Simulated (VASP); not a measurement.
# HfB2 (P6/mmm) in VASP: further runs, part 2 of 2

VASP 6.6.1. The steps go on from the part before.

### 3 Relaxation of cell and atoms, PBE+D3(BJ)

This run uses another cell than the first one, of 9.86 Å³/atom, 1.014 times its volume.

File INCAR:

```
SYSTEM = HfB2
ALGO = Fast
EDIFF = 1E-6
EDIFFG = -0.002
ENCUT = 600
GGA = PE
IBRION = 2
ISIF = 3
ISMEAR = 0
IVDW = 12
LASPH = .TRUE.
LCHARG = .FALSE.
LREAL = .FALSE.
LWAVE = .FALSE.
NELM = 100
NSW = 100
PREC = Accurate
SIGMA = 0.1
```

File KPOINTS:

```
k-points
0
G
  15 15 12
  0 0 0
```

File POSCAR:

```
HfB2
1.0
    3.1326790800      0.0000000000      0.0000000000
   -1.5663395400      2.7129796700      0.0000000000
    0.0000000000      0.0000000000      3.4792139900
Hf B
1 2
Direct
    0.0000000000      0.0000000000      0.0000000000
    0.3333333300      0.6666666700      0.5000000000
    0.6666666700      0.3333333300      0.5000000000
```

Potentials or basis: VASP PAW PBE potentials, release 64 (Hf_pv, B).

Launch:

```
$ cat potpaw_PBE.64/Hf_pv/POTCAR potpaw_PBE.64/B/POTCAR > POTCAR
$ mpirun -np 1 vasp_std > vasp.out
```

OUTCAR:

```text
SYSTEM = HfB2
   EDIFF = 1E-6
   EDIFFG = -0.002
   ENCUT = 600
   GGA = PE
   IBRION = 2
   ISIF = 3
   ISMEAR = 0
   IVDW = 12
   LASPH = .TRUE.
   LREAL = .FALSE.
   NELM = 100
   NSW = 100
   PREC = Accurate
 IVDW          = 12

 ion  position               nearest neighbor table
   1  0.000  0.000  0.000-   2 2.51   3 2.51   2 2.51   3 2.51   3 2.51   3 2.51   2 2.51   2 2.51
                             3 2.51   3 2.51   2 2.51   2 2.51
   2  0.333  0.667  0.500-   3 1.81   3 1.81   3 1.81   1 2.51   1 2.51   1 2.51   1 2.51   1 2.51
                             1 2.51
   3  0.667  0.333  0.500-   2 1.81   2 1.81   2 1.81   1 2.51   1 2.51   1 2.51   1 2.51   1 2.51
                             1 2.51

  LATTYP: Found a hexagonal cell.
 ALAT       =     3.1326790800
 C/A-ratio  =     1.1106193457

  Lattice vectors:

 A1 = (   3.1326790800,   0.0000000000,   0.0000000000)
 A2 = (  -1.5663395400,   2.7129796700,   0.0000000000)
 A3 = (   0.0000000000,   0.0000000000,   3.4792139900)

Analysis of symmetry for initial positions (statically):
=====================================================================
 Subroutine PRICEL returns:
[... 398 lines left out ...]
 cond. band min:       7.8658270036   @ k =   0.0667   0.0667   0.4167
 fundamental gap:      0.0522439155
 Fermi energy:         7.8538888586

 k-point     1 :       0.0000    0.0000    0.0000
  band No.  band energies     occupation
      1     -22.7458      2.00000
      2     -22.2215      2.00000
      3     -22.2215      2.00000
      4      -6.0405      2.00000
      5       4.7747      2.00000
      6       4.8861      2.00000
      7       4.8861      2.00000
      8       5.0526      2.00000
      9      11.9526      0.00000
     10      11.9526      0.00000
     11      12.5967      0.00000
     12      12.5967      0.00000
[... 331 lines left out ...]
 k-point    24 :       0.4000    0.2000    0.0000
  band No.  band energies     occupation
      1     -22.9397      2.00000
      2     -22.5929      2.00000
      3     -22.5908      2.00000
      4      -1.3471      2.00000
      5      -0.9793      2.00000
      6       1.6935      2.00000
      7       4.1924      2.00000
      8       6.7477      2.00000
      9       7.5786      1.99990
     10      10.8680      0.00000
     11      12.5603      0.00000
     12      14.8582      0.00000

 [... further k-points ...]

------------------------ aborting loop because EDIFF is reached ----------------------------------------

 Edisp (eV)   -1.10727

 E8    (eV) :    -0.4984
[... 26 lines left out ...]
  FREE ENERGIE OF THE ION-ELECTRON SYSTEM (eV)
  ---------------------------------------------------
  free  energy   TOTEN  =       -27.4977492443 eV

  energy  without entropy=      -27.4966399740  energy(sigma->0) =      -27.49719461

 reached required accuracy - stopping structural energy minimisation
```

OSZICAR:

```text
N       E                     dE             d eps       ncg     rms          rms(c)
DAV:   1     0.340520881839E+02    0.34052E+02   -0.91983E+03  4536   0.142E+03
[... 72 lines left out ...]
RMM:   2    -0.263904045193E+02    0.34610E-05   -0.53360E-06  3934   0.201E-02    0.177E-02
RMM:   3    -0.263904034802E+02    0.10391E-05   -0.31031E-06  3516   0.134E-02    0.121E-02
RMM:   4    -0.263904032005E+02    0.27977E-06   -0.46597E-07  2364   0.597E-03
  11 F= -.27497749E+02 E0= -.27497195E+02  d E =-.284240E-05
       N       E                     dE             d eps       ncg     rms          rms(c)
DAV:   1    -0.263904804763E+02   -0.76996E-04   -0.42202E-06  4752   0.210E-02    0.772E-03
RMM:   2    -0.263904803160E+02    0.16034E-06   -0.14605E-07  2231   0.349E-03
  12 F= -.27497749E+02 E0= -.27497195E+02  d E =-.287198E-05
```

Wall time 3.2 min (1 thread of Intel Xeon Platinum 8488C (Sapphire Rapids), shared host); peak memory 0.25 GiB.

What came out:

```
Free energy                            : -27.4977 eV
Relaxed volume                         : 9.71 Å³/atom
Relaxed cell                           : a = 3.120 Å, b = 3.120 Å, c = 3.457 Å, α = 90.00°, β = 90.00°, γ = 120.00°
Space group after relaxing (to 0.05 Å) : P6/mmm (No. 191)
Energy gained by relaxing              : 1.8 meV/atom
Ionic steps                            : 12
Pressure after relaxing                : 0.0 GPa
Band gap on the k mesh                 : none (metal or under the smearing width)
Dispersion energy per atom             : -0.369 eV
```

Step by step:
| step | energy change (eV) | largest force (eV/Å) | pressure (GPa) | volume (Å³) |
| --- | --- | --- | --- | --- |
| 1 | 0.0000 | 0.0000 | -3.76 | 29.57 |
| 2 | 0.0034 | 0.0000 | 5.16 | 28.59 |
| 3 | -0.0052 | 0.0000 | 0.02 | 29.14 |
| 4 | -0.0052 | 0.0000 | -0.05 | 29.14 |
| 5 | -0.0053 | 0.0000 | -0.08 | 29.14 |
| 6 | -0.0053 | 0.0000 | -0.08 | 29.14 |
| 7 | -0.0053 | 0.0000 | -0.09 | 29.14 |
| 8 | -0.0053 | 0.0000 | -0.08 | 29.14 |
| 9 | -0.0053 | 0.0000 | -0.08 | 29.14 |
| 10 | -0.0053 | 0.0000 | 0.07 | 29.12 |
| 11 | -0.0053 | 0.0000 | 0.02 | 29.13 |
| 12 | -0.0053 | 0.0000 | 0.01 | 29.13 |

Final structure:
```
Hf B
1.0
     3.11960    0.00000    0.00000
    -1.55980    2.70165    0.00000
     0.00000    0.00000    3.45679
Hf B
1 2
Direct
  0.00000 0.00000 0.00000
  0.33333 0.66667 0.50000
  0.66667 0.33333 0.50000
```

Levels at points of the mesh, in eV from the Fermi level:
```tsv
k point	band 5	band 6	band 7	band 8	band 9	band 10	band 11	band 12
(0.00, 0.00, 0.00)	-3.08	-2.97	-2.97	-2.80	4.10	4.10	4.74	4.74
(0.00, 0.00, 0.50)	-8.47	-1.23	-1.23	0.29	0.29	0.99	0.99	2.26
```

Caveat: pairwise dispersion overbinds metals, which lowers pressure and volume.

### 4 Single point, PBE+D3(BJ)

This run uses another cell than the first one, of 9.86 Å³/atom, 1.014 times its volume.

File INCAR:

```
PREC     = Accurate       # precision mode
ENCUT    = 520            # plane-wave cutoff, eV
EDIFF    = 1E-7           # SCF threshold, eV
ISMEAR   = 0              # smearing method
SIGMA    = 0.1            # smearing width, eV
LREAL    = False          # projectors in reciprocal space
LASPH    = True           # aspherical terms in the spheres
NELM     = 100            # most SCF steps
ALGO     = Fast           # electronic algorithm
ISIF     = 2              # what is computed and relaxed
LWAVE    = False          # write WAVECAR
LCHARG   = False          # write CHGCAR
GGA      = PE             # functional
IVDW     = 12             # dispersion correction
NBANDS   = 15             # bands
```

File KPOINTS:

```
Automatic mesh
0
Gamma
  6 6 6
```

POSCAR is that of step 3.

Launch:

```
$ cat potpaw_PBE.64/Hf_pv/POTCAR potpaw_PBE.64/B/POTCAR > POTCAR
$ mpirun -np 1 vasp_std > vasp.out
```

It took 8.7 s on 1 thread of Intel Xeon Platinum 8488C (Sapphire Rapids), shared host; peak memory 0.15 GiB.

It converged, with:

| Property | Result |
| --- | --- |
| Free energy | -27.4337 eV |
| Pressure | -3.5 GPa |
| Band gap on the k mesh | none (metal or under the smearing width) |
| Dispersion energy per atom | -0.364 eV |

Stress tensor (GPa, compression positive):
```
-2.60  0.00  0.00
 0.00 -2.60  0.00
 0.00  0.00 -5.39
```

Levels at points of the mesh, in eV from the Fermi level:
```tsv
k point	band 6	band 7	band 8	band 9	band 10	band 11
(0.00, 0.00, 0.00)	-2.49	-2.49	-2.40	4.45	4.45	5.08
(0.50, 0.00, 0.00)	-3.76	-3.04	-2.47	2.51	3.14	6.01
(0.00, 0.00, 0.50)	-0.80	-0.80	0.74	0.74	1.43	1.43
(0.50, 0.00, 0.50)	-4.58	-4.31	-2.26	4.43	4.55	6.73
```

Caveat: the k mesh is coarse (spacing up to 0.39 Å⁻¹), so the values aren't converged; pairwise dispersion overbinds metals, which lowers pressure and volume. Spin-orbit coupling is left out, which matters for the levels of Hf.

### 5 Overview

| task | cell | k mesh | cutoff (eV) | mesh quality | gap on the mesh (eV) | pressure (GPa) |
| --- | --- | --- | --- | --- | --- | --- |
| single point | P6/mmm, 9.72 Å³/atom | 15 × 15 × 12 | 520 | not flagged | none | -0.3 |
| relaxation of cell and atoms | relaxed | 15 × 15 × 12 | 600 | not flagged | none | 0.0 |
| single point | P6/mmm, 9.86 Å³/atom | 6 × 6 × 6 | 520 | coarse | none | -3.5 |

Alike in all rows: level PBE+D3(BJ); potentials or basis VASP PAW PBE potentials, release 64 (Hf_pv, B); no spin polarisation; smearing gaussian 0.1 eV.

Caveats: some runs use coarse meshes; pairwise dispersion overbinds metals, which lowers pressure and volume.

Total energies depend on the potentials used, so only differences within one code and one set of settings carry meaning.
